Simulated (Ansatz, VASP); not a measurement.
# Two plane-wave programs on C

```xyz
2
Lattice="0.0000 1.7834 1.8547 1.7834 0.0000 1.8547 1.7834 1.7834 0.0000" Properties=species:S:1:pos:R:3 pbc="T T T"
C     1.7834    1.7834    1.8547
C     2.6751    2.6751    2.7821
```

Change from the starting cell: strain +0.000 along x and y, +0.040 along z, atoms carried along.

Alike in both runs: task single point; functional PBE; k mesh 12 × 12 × 12; occupations gaussian, width 0.05 eV; no spin polarisation.

|  | VASP | Ansatz |
| --- | --- | --- |
| version | VASP 6.6.1 | Ansatz 0.2.0 |
| potentials or method | VASP PAW PBE potentials, release 64 (C) | scalar-relativistic, plane waves, PAW |
| plane-wave cutoff (eV) | 520 | 420 |
| valence electrons in the cell | 8 | 8 |

```tsv
	VASP	Ansatz	Ansatz less VASP
gap on the k mesh at the Fermi level (eV)	3.58	3.59	+0.008
least direct gap on the mesh (eV)	5.14	5.14	+0.005
pressure (GPa)	-13.7	-14.2	-0.52
largest component of the traceless stress (GPa)	24.22	24.22	+0.002
```
